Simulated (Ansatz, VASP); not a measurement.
# One calculation of Ga, two programs

```
Ga
1.0
     1.44027   -4.03772    0.00000
     1.44027    4.03772    0.00000
     0.00000    0.00000    3.14872
Ga
2
Direct
  0.13300 0.86700 0.75000
  0.86700 0.13300 0.25000
```

Change from the starting cell: volume scaled by 0.98.

Alike in both runs: task single point; functional PBEsol; k mesh 10 × 10 × 8; occupations fermi-dirac, width 0.05 eV; no spin polarisation.

|  | VASP | Ansatz |
| --- | --- | --- |
| version | VASP 6.6.1 | Ansatz 0.2.0 |
| potentials or method | VASP PAW PBE potentials, release 64 (Ga_d) | Ansatz PAW |
| plane-wave cutoff (eV) | 520 | 420 |
| valence electrons in the cell | 26 | 26 |

Ansatz gave:

* gap on the k mesh at the Fermi level (eV): none
* pressure (GPa): -1.0
* largest component of the traceless stress (GPa): 1.89
* rms of the force components (eV/Å): 0.126

**Question.** Estimate VASP's values.

**Answer.** gap on the k mesh at the Fermi level (eV): none; pressure (GPa): -0.9; largest component of the traceless stress (GPa): 1.89; rms of the force components (eV/Å): 0.125.

Atom by atom the forces differ by 0.001 eV/Å (rms over components). A gap of «none» marks a metal or a gap that the smearing closes. The functional is the same, so the differences come from potentials, cutoffs and numerics.

Caveats: the PAW data sets were made with another functional, which shifts forces and pressure a little (VASP); the PAW data sets come from PBE, with cores solved anew for the run's functional, which leaves a small shift of forces and pressure (Ansatz).
